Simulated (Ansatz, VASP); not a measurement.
**Al: VASP beside Ansatz**

Contents of POSCAR:

```
Al
1.0
   -1.6089708909      1.6089708909      1.6089708909
    1.6089708909     -1.6089708909      1.6089708909
    1.6089708909      1.6089708909     -1.6089708909
Al
1
Direct
    0.0000000000      0.0000000000      0.0000000000
```

File INCAR.step1:

```
SYSTEM = Al
PREC = Accurate
ENCUT = 520
ISMEAR = 0
SIGMA = 0.05
LREAL = .FALSE.
LASPH = .TRUE.
NELM = 60
NBANDS = 8
GGA = PE
ALGO = Normal
EDIFF = 1E-4
LWAVE = .TRUE.
LCHARG = .FALSE.
```

The input INCAR.step2:

```
SYSTEM = Al
PREC = Accurate
ENCUT = 520
EDIFF = 1E-6
ISMEAR = 0
SIGMA = 0.05
LREAL = .FALSE.
LASPH = .TRUE.
NELM = 60
ALGO = Normal
ISIF = 2
LWAVE = .FALSE.
LCHARG = .TRUE.
METAGGA = R2SCAN
LMIXTAU = .TRUE.
LELF = .TRUE.
LVHAR = .TRUE.
NBANDS = 8
ISTART = 1
```

File KPOINTS:

```
Automatic mesh
0
G
  18 18 18
  0 0 0
```

Input for Ansatz:

```yaml
crystal:
  lattice:
    - [-1.6089708909, 1.6089708909, 1.6089708909]
    - [1.6089708909, -1.6089708909, 1.6089708909]
    - [1.6089708909, 1.6089708909, -1.6089708909]
  atoms:
    - { symbol: Al, position: [0.0, 0.0, 0.0] }
basis:
  ecutwfc: 500
  ecutrho_ratio: 4
kpoints:
  mp_grid: { grid: [18, 18, 18] }
hamiltonian:
  xc: r2scan
scf:
  occupations: { method: gaussian, width: 0.05 }
output:
  forces: true
  stress: true
  eigenvalues: true
```

Alike in both runs: task single point; functional r2SCAN; k mesh 18 × 18 × 18; occupations gaussian, width 0.05 eV; no spin polarisation.

|  | VASP | Ansatz |
| --- | --- | --- |
| version | VASP 6.6.1 | Ansatz 0.2.0 |
| potentials or method | VASP PAW PBE potentials, release 64 (Al) | scalar-relativistic, plane waves, PAW |
| plane-wave cutoff (eV) | 520 | 500 |
| valence electrons in the cell | 3 | 3 |

```tsv
	VASP	Ansatz	Ansatz less VASP
gap on the k mesh at the Fermi level (eV)	none	none	-
pressure (GPa)	-2.4	-2.1	+0.30
```

A gap of «none» marks a metal or a gap that the smearing closes. The functional is the same, so the differences come from potentials, cutoffs and numerics.

Caveats: the PAW data sets were made with another functional, which shifts forces and pressure a little (VASP).
